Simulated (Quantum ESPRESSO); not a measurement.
# LiF (Griceite) (Fm-3m) in Quantum ESPRESSO: further runs, part 2 of 2

Quantum ESPRESSO 7.5. The steps go on from the part before.

## (3) Phonons, LDA

The input, pw.in:

```
&CONTROL
  calculation = 'scf'
  prefix = 'pwscf'
  outdir = './tmp'
  pseudo_dir = './pseudo'
  tprnfor = .true.
  tstress = .true.
  disk_io = 'low'
/
&SYSTEM
  ibrav = 0
  nat = 2
  ntyp = 2
  ecutwfc = 84
  nbnd = 10
  occupations = 'smearing'
  smearing = 'fd'
  degauss = 0.00367493
/
&ELECTRONS
  conv_thr = 4d-10
  electron_maxstep = 120
  mixing_beta = 0.5
/
ATOMIC_SPECIES
F     18.9984 F.upf
Li     6.9400 Li.upf
CELL_PARAMETERS angstrom
   0.0000000000    2.0140000000    2.0140000000
   2.0140000000    0.0000000000    2.0140000000
   2.0140000000    2.0140000000    0.0000000000
ATOMIC_POSITIONS angstrom
F      2.0140000000    2.0140000000    2.0140000000
Li     0.0000000000    0.0000000000    0.0000000000
K_POINTS automatic
6 6 6 1 1 1
```

The input, relax.in:

```
&CONTROL
  calculation = 'vc-relax'
  prefix = 'pwscf'
  outdir = './tmp'
  pseudo_dir = './pseudo'
  tprnfor = .true.
  tstress = .true.
  disk_io = 'low'
  nstep = 40
  forc_conv_thr = 0.0001
  etot_conv_thr = 1d-06
/
&SYSTEM
  ibrav = 0
  nat = 2
  ntyp = 2
  ecutwfc = 84
  nbnd = 10
  occupations = 'smearing'
  smearing = 'fd'
  degauss = 0.00367493
/
&ELECTRONS
  conv_thr = 4d-10
  electron_maxstep = 120
  mixing_beta = 0.5
/
&IONS
  ion_dynamics = 'bfgs'
/
&CELL
  cell_dynamics = 'bfgs'
  press = 0
  press_conv_thr = 0.2
/
ATOMIC_SPECIES
F     18.9984 F.upf
Li     6.9400 Li.upf
CELL_PARAMETERS angstrom
   0.0000000000    2.0140000000    2.0140000000
   2.0140000000    0.0000000000    2.0140000000
   2.0140000000    2.0140000000    0.0000000000
ATOMIC_POSITIONS angstrom
F      2.0140000000    2.0140000000    2.0140000000
Li     0.0000000000    0.0000000000    0.0000000000
K_POINTS automatic
6 6 6 1 1 1
```

The input, scf2.in:

```
&CONTROL
  calculation = 'scf'
  prefix = 'pwscf'
  outdir = './tmp'
  pseudo_dir = './pseudo'
  tprnfor = .true.
  tstress = .true.
  disk_io = 'low'
/
&SYSTEM
  ibrav = 0
  nat = 2
  ntyp = 2
  ecutwfc = 84
  nbnd = 10
  occupations = 'fixed'
/
&ELECTRONS
  conv_thr = 1d-13
  electron_maxstep = 120
  mixing_beta = 0.5
  startingpot = 'file'
  startingwfc = 'file'
/
ATOMIC_SPECIES
F     18.9984 F.upf
Li     6.9400 Li.upf
CELL_PARAMETERS angstrom
   0.0000000000    1.9524355481    1.9524355481
   1.9524355481    0.0000000000    1.9524355481
   1.9524355481    1.9524355481    0.0000000000
ATOMIC_POSITIONS angstrom
F      1.9524355481    1.9524355481    1.9524355481
Li     0.0000000000    0.0000000000    0.0000000000
K_POINTS automatic
6 6 6 1 1 1
```

The input, ph.in:

```
phonons of LiF
&INPUTPH
  prefix = 'pwscf'
  outdir = './tmp'
  tr2_ph = 1d-18
  fildyn = 'dyn'
  niter_ph = 90
  alpha_mix(1) = 0.7
/
0.5303300859 0.5303300859 -0.0000000000
```

Potentials or basis: PseudoDojo 0.4.1 SR LDA standard.

Started as:

```
> OMP_NUM_THREADS=1 mpirun -n 4 pw.x -nk 4 -in pw.in > pw.out
> OMP_NUM_THREADS=1 mpirun -n 4 pw.x -nk 4 -in relax.in > relax.out
> OMP_NUM_THREADS=1 mpirun -n 4 pw.x -nk 4 -in scf2.in > scf2.out
> OMP_NUM_THREADS=1 mpirun -n 4 ph.x -nk 4 -in ph.in > ph.out
```

pw.out:

```text
This program is part of the open-source Quantum ESPRESSO suite
     for quantum simulation of materials; please cite
[... 6 lines left out ...]
     using ibrav=0 with symmetry is DISCOURAGED, use correct ibrav instead

     K-points division:     npool     =       4
     Subspace diagonalization in iterative solution of the eigenvalue problem:
     a serial algorithm will be used

     G-vector sticks info
     --------------------
     sticks:   dense  smooth     PW     G-vecs:    dense   smooth      PW
     Sum         673     673    211                11575    11575    2085

     Using Slab Decomposition

     bravais-lattice index     =            0
     lattice parameter (alat)  =       5.3824  a.u.
     unit-cell volume          =     110.2567 (a.u.)^3
     number of atoms/cell      =            2
     number of atomic types    =            2
     number of electrons       =        10.00
     number of Kohn-Sham states=           10
[... 159 lines left out ...]
    23.0324  25.3077
[... 73 lines left out ...]
   -39.0944 -18.2981  -2.4744  -0.5874  -0.4726  14.7566  16.3636  17.8523
    20.2119  20.8396

          k =-0.5303 0.1768-0.0589 (  1435 PWs)   bands (ev):

   -39.1026 -18.4118  -1.9478  -0.6921  -0.2281  13.5726  16.1229  18.5755
    19.8822  22.9775

          k =-0.4125 0.0589 0.0589 (  1429 PWs)   bands (ev):
[... 51 lines left out ...]
   -39.1052 -18.4896  -1.9202  -0.4475   0.1456  12.0111  16.1295  19.2101
    19.2268  28.2025

     the Fermi energy is     4.0638 ev

!    total energy              =     -63.66078924 Ry
     estimated scf accuracy    <          4.1E-12 Ry
     smearing contrib. (-TS)   =       0.00000000 Ry
     internal energy E=F+TS    =     -63.66078924 Ry

     The total energy is F=E-TS. E is the sum of the following terms:
     one-electron contribution =     -25.03635617 Ry
     hartree contribution      =      16.43543660 Ry
     xc contribution           =     -14.11159301 Ry
     ewald contribution        =     -40.94827666 Ry

     convergence has been achieved in   9 iterations

     Forces acting on atoms (cartesian axes, Ry/au):

     atom    1 type  1   force =     0.00000000    0.00000000   -0.00000000
     atom    2 type  2   force =     0.00000000    0.00000000    0.00000000

     Total force =     0.000000     Total SCF correction =     0.000000

     Computing stress (Cartesian axis) and pressure

          total   stress  (Ry/bohr**3)                   (kbar)     P=      -66.61
  -0.00045282  -0.00000000  -0.00000000          -66.61       -0.00       -0.00
   0.00000000  -0.00045282  -0.00000000            0.00      -66.61       -0.00
  -0.00000000  -0.00000000  -0.00045282           -0.00       -0.00      -66.61

=------------------------------------------------------------------------------=
   JOB DONE.
=------------------------------------------------------------------------------=
```

scf2.out:

```text
This program is part of the open-source Quantum ESPRESSO suite
     for quantum simulation of materials; please cite
[... 6 lines left out ...]
     using ibrav=0 with symmetry is DISCOURAGED, use correct ibrav instead

     K-points division:     npool     =       4
[... 299 lines left out ...]
  -0.00000067  -0.00000000   0.00000000           -0.10       -0.00        0.00
  -0.00000000  -0.00000067   0.00000000           -0.00       -0.10        0.00
   0.00000000   0.00000000  -0.00000067            0.00        0.00       -0.10

=------------------------------------------------------------------------------=
   JOB DONE.
=------------------------------------------------------------------------------=
```

Wall time 2.3 min (4 MPI ranks of Arm Neoverse N1, shared host); peak memory 0.36 GiB.

Results:

```
Free energy                                 : -866.1818 eV
Relaxed volume                              : 7.44 Å³/atom
Relaxed cell                                : a = 2.761 Å, b = 2.761 Å, c = 2.761 Å, α = 60.00°, β = 60.00°, γ = 60.00°
Space group after relaxing (to 0.05 Å)      : Fm-3m (No. 225)
Pressure after relaxing                     : 0.0 GPa
Highest phonon frequency at the q point run : 453 cm⁻¹
```

The path:
```csv
step,energy change (eV),largest force (eV/Å),pressure (GPa),volume (Å³)
1,0.0000,0.0000,-6.66,16.34
2,-0.0193,0.0000,-4.53,15.79
3,-0.0325,0.0000,-0.60,14.99
4,-0.0327,0.0000,0.06,14.87
5,-0.0327,0.0000,0.00,14.89
```

Final structure:
```yaml
crystal:
  lattice:
    - [0.00000, 1.95244, 1.95244]
    - [1.95244, 0.00000, 1.95244]
    - [1.95244, 1.95244, 0.00000]
  atoms:
    - { symbol: F, position: [0.50000, 0.50000, 0.50000] }
    - { symbol: Li, position: [0.00000, 0.00000, 0.00000] }
```

Phonon frequencies in cm⁻¹ (negative: imaginary):
```
              q point              frequencies
(0.375, 0.375, 0.750)  255 325 355 356 446 453
```

Phonon modes at q = (0.375, 0.375, 0.750) in reciprocal lattice units:
```tsv
mode	symmetry	cm⁻¹
1	B_1	255
2	A_1	325
3	B_2	355
4	B_1	356
5	A_1	446
6	B_2	453
```

## (4) Against experiment

Step 2. Measured high-frequency dielectric constant of LiF: 1.93 (a printed reference work, monograph). This calculation gives 2.11 (+9.5 %).
